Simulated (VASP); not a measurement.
A run of VASP 6.6.1:

The input POSCAR:

```
BaTe
1.0
    4.3229228110      0.0000000000      0.0000000000
    0.0000000000      4.3229228110      0.0000000000
    0.0000000000      0.0000000000      4.3229228110
Ba Te
1 1
Direct
    0.0000000000      0.0000000000      0.0000000000
    0.5000000000      0.5000000000      0.5000000000
```

File INCAR.step1:

```
PREC     = Accurate       # precision mode
ENCUT    = 520            # plane-wave cutoff, eV
EDIFF    = 1E-5           # SCF threshold, eV
ISMEAR   = 0              # smearing method
SIGMA    = 0.01           # smearing width, eV
LREAL    = False          # projectors in reciprocal space
LASPH    = True           # aspherical terms in the spheres
NELM     = 100            # most SCF steps
ALGO     = Normal         # electronic algorithm
ISIF     = 2              # what is computed and relaxed
LWAVE    = True           # write WAVECAR
LCHARG   = False          # write CHGCAR
NBANDS   = 15             # bands
GGA      = PE             # functional
```

INCAR.step2

```
PREC     = Accurate       # precision mode
ENCUT    = 520            # plane-wave cutoff, eV
EDIFF    = 1E-6           # SCF threshold, eV
ISMEAR   = 0              # smearing method
SIGMA    = 0.01           # smearing width, eV
LREAL    = False          # projectors in reciprocal space
LASPH    = True           # aspherical terms in the spheres
NELM     = 100            # most SCF steps
ALGO     = Normal         # electronic algorithm
ISIF     = 2              # what is computed and relaxed
LWAVE    = False          # write WAVECAR
LCHARG   = False          # write CHGCAR
GGA      = PE             # functional
LHFCALC  = True           # exact exchange
HFSCREEN = 0.2079         # screening, 1/A
PRECFOCK = Normal       
NBANDS   = 15             # bands
ISTART   = 1
```

KPOINTS

```
regular mesh
0
Gamma
  4 4 4
```

Potentials or basis: VASP PAW PBE potentials, release 64 (Ba_sv, Te).

Command:

```sh
$ cat potpaw_PBE.64/Ba_sv/POTCAR potpaw_PBE.64/Te/POTCAR > POTCAR
$ cp INCAR.step1 INCAR
$ mpirun -np 1 vasp_std > vasp.out
$ cp INCAR.step2 INCAR
$ mpirun -np 1 vasp_std > vasp.out
```

Hardware: 1 thread of Intel(R) Xeon(R) Platinum 8488C (Sapphire Rapids), on a shared host.

How long does it take, and how much memory?

Wall time 9.3 min on 1 thread of Intel(R) Xeon(R) Platinum 8488C (Sapphire Rapids), with other jobs on the host, peak memory 0.3 GiB. Counts: scf iterations 9, k points 10.
